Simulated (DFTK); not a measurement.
GaAs under changes of volume

One of the cells (22.590 Å³/atom); the others are scaled copies at fixed shape and fractional positions:

```
CELL_PARAMETERS angstrom
0.00000 2.82685 2.82685
2.82685 0.00000 2.82685
2.82685 2.82685 0.00000
ATOMIC_POSITIONS crystal
As 0.75000 0.75000 0.75000
Ga 0.00000 0.00000 0.00000
```

```yaml
Program: DFTK 0.8.2
Functional: PBEsol
Potentials_or_basis: dojo.nc.sr.pbesol.v0_4_1.standard.upf (PBEsol)
Cutoff: 1143 eV
k_mesh: 8 × 8 × 8
Occupations: fermi-dirac, width 0.05 eV
Spin: no spin polarisation
```

```csv
volume (Å³/atom),energy over the lowest point (meV/atom),pressure (GPa),gap on the mesh (eV)
21.234,22.39,5.3,0.91
21.686,10.11,3.4,0.75
22.138,2.82,1.8,0.59
22.590,0.00,0.3,0.44
23.041,1.17,-1.1,0.30
23.493,5.90,-2.2,0.15
23.945,?,?,?
```

Problem. What does the run at 23.945 Å³/atom give?

Solution. Energy over the lowest point 13.71 meV/atom; pressure -3.3 GPa; gap on the mesh none.

Worked out: A Birch-Murnaghan fit of order 3 (a polynomial in V^(-2/3)) to the other rows has its minimum at 22.68 Å³/atom with B0 = V·E''(V) = 69 GPa and B' = 4.6. It gives 13.83 meV/atom at 23.945 Å³/atom, against the run's 13.71, and -dE/dV = -3.3 GPa, against -3.3.

Energies are extrapolated to zero smearing.

A mesh can miss the band edges. Spin-orbit coupling on As, Ga is left out.

A gap of «none» marks a metal or a gap under the smearing width.
